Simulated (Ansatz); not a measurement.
A run of Ansatz 0.2.0 is set up as follows.

File input.yaml:

```yaml
crystal:
  lattice:
    - [2.6205428149, 0.0, 0.0]
    - [-1.3102714075, 2.2694566494, 0.0]
    - [0.0, 0.0, 2.46635439]
  atoms:
    - { symbol: Si, position: [0.0, 0.0, 0.0] }
kpoints:
  mp_grid: { grid: [12, 12, 11] }
scf:
  occupations: { method: fermi_dirac, width: 0.05 }
hamiltonian:
  xc: pbesol
  pseudopotentials: { kind: all_electron, lapw: { basis_error: 0.001 } }
output:
  forces: true
  stress: true
relax:
  f_tol: 0.01
  max_steps: 60
  cell: { p_target: 10 }
```

Potentials or basis: all-electron LAPW, scalar-relativistic.

Run with:

```bash
$ ansatz run input.yaml --threads 1 --pin off --max-ram 3072MiB --backend cpu --events-out ev --progress --plain --runs-dir out
```

(1) Estimate the space group after relaxing (to 0.05 Å).

(2) Estimate the relaxed volume.

Answers

(1) P6/mmm (No. 191).

(2) 13.69 Å³/atom.
